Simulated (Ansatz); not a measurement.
## Band structure of Tl

```xyz
1
Lattice="3.2510 0.0000 0.0000 0.0000 3.2510 0.0000 0.0000 0.0000 3.2510" Properties=species:S:1:pos:R:3 pbc="T T T"
Tl    0.0000    0.0000    0.0000
```

Conventional cell: a = 3.251 Å, b = 3.251 Å, c = 3.251 Å, α = 90.00°, β = 90.00°, γ = 90.00°. Tl (atom 1) has 6 Tl at 3.25 Å as nearest neighbours.

The structure comes from a relaxation in the same program, started in the sc type, and has space group Pm-3m. Whether it is a known phase or the ground state wasn't checked.

Spin–orbit coupling is left out, though it moves levels of the heavy atoms by tenths of an eV or more.

Theory: DFT, PBE, all-electron LAPW, scalar-relativistic in Ansatz 0.2.0.

Settings: a Γ-centred 13×13×13 k mesh, Fermi–Dirac smearing of 0.08 eV, basis error target 0.25 meV/atom, no spin polarisation.

Points in fractions of the reciprocal vectors of this cell: Γ (0, 0, 0), X (0, 0.5, 0), M (0.5, 0.5, 0), R (0.5, 0.5, 0.5). The path joins them by straight lines in the order Γ–X–M–Γ–R–X–R–M; legs that retrace an earlier one aren't tabulated. Energies are in eV from the Fermi level.

(1) Metal or insulator at this level of theory?

(2) Tabulate bands 13 to 20, counted from the lowest band of the run, along the path.

Answers

(1) No gap opens: metallic or semimetallic.

(2) 
| k (1/Å) | point | band 13 | band 14 | band 15 | band 16 | band 17 | band 18 | band 19 | band 20 |
| --- | --- | --- | --- | --- | --- | --- | --- | --- | --- |
| 0.00 | Γ | -12.17 | -11.30 | -11.30 | -11.30 | -9.33 | 6.39 | 6.39 | 6.39 |
| 0.24 |  | -12.08 | -11.34 | -11.34 | -11.30 | -9.10 | 4.16 | 6.67 | 6.67 |
| 0.48 |  | -11.89 | -11.42 | -11.42 | -11.29 | -8.38 | 1.13 | 7.43 | 7.43 |
| 0.72 |  | -11.72 | -11.51 | -11.51 | -11.28 | -7.25 | -1.48 | 8.41 | 8.41 |
| 0.97 | X | -11.66 | -11.54 | -11.54 | -11.28 | -6.44 | -2.80 | 8.96 | 8.96 |
| 1.21 |  | -11.60 | -11.59 | -11.54 | -11.31 | -6.25 | -2.54 | 6.82 | 9.27 |
| 1.45 |  | -11.75 | -11.53 | -11.40 | -11.38 | -5.65 | -1.85 | 3.68 | 7.24 |
| 1.69 |  | -11.88 | -11.52 | -11.48 | -11.14 | -4.64 | -0.96 | 0.93 | 5.30 |
| 1.93 | M | -11.88 | -11.51 | -11.51 | -11.03 | -3.85 | -0.46 | -0.46 | 4.46 |
| 2.27 |  | -11.83 | -11.48 | -11.48 | -11.23 | -5.39 | 0.22 | 0.54 | 6.22 |
| 2.62 |  | -11.66 | -11.59 | -11.41 | -11.41 | -7.49 | 2.05 | 2.09 | 8.51 |
| 2.96 |  | -12.03 | -11.38 | -11.33 | -11.33 | -8.87 | 4.28 | 4.56 | 6.95 |
| 3.30 | Γ | -12.17 | -11.30 | -11.30 | -11.30 | -9.33 | 6.39 | 6.39 | 6.39 |
| 3.72 |  | -12.02 | -11.38 | -11.37 | -11.37 | -8.64 | 4.40 | 4.82 | 4.82 |
| 4.14 |  | -11.65 | -11.59 | -11.55 | -11.55 | -6.61 | 3.01 | 3.01 | 3.01 |
| 4.55 |  | -11.77 | -11.77 | -11.21 | -11.21 | -3.57 | 2.06 | 2.06 | 2.62 |
| 4.97 | R | -11.86 | -11.86 | -11.02 | -11.02 | -1.20 | 1.81 | 1.81 | 1.81 |
| 5.31 |  | -11.82 | -11.77 | -11.21 | -11.09 | -2.83 | 0.87 | 2.55 | 3.08 |
| 5.66 |  | -11.70 | -11.62 | -11.55 | -11.29 | -4.84 | -0.91 | 4.52 | 4.80 |
| 6.00 |  | -11.61 | -11.59 | -11.54 | -11.35 | -6.06 | -2.29 | 7.02 | 7.17 |
| 6.34 | X | -11.66 | -11.54 | -11.54 | -11.28 | -6.44 | -2.80 | 8.96 | 8.96 |
| 7.71 | R | -11.86 | -11.86 | -11.02 | -11.02 | -1.20 | 1.81 | 1.81 | 1.81 |
| 7.95 |  | -11.81 | -11.81 | -11.15 | -11.02 | -2.05 | 1.36 | 1.36 | 3.35 |
| 8.19 |  | -11.69 | -11.69 | -11.45 | -11.03 | -3.07 | 0.49 | 0.49 | 5.13 |
| 8.43 |  | -11.75 | -11.57 | -11.57 | -11.03 | -3.66 | -0.20 | -0.20 | 4.62 |
| 8.67 | M | -11.88 | -11.51 | -11.51 | -11.03 | -3.85 | -0.46 | -0.46 | 4.46 |
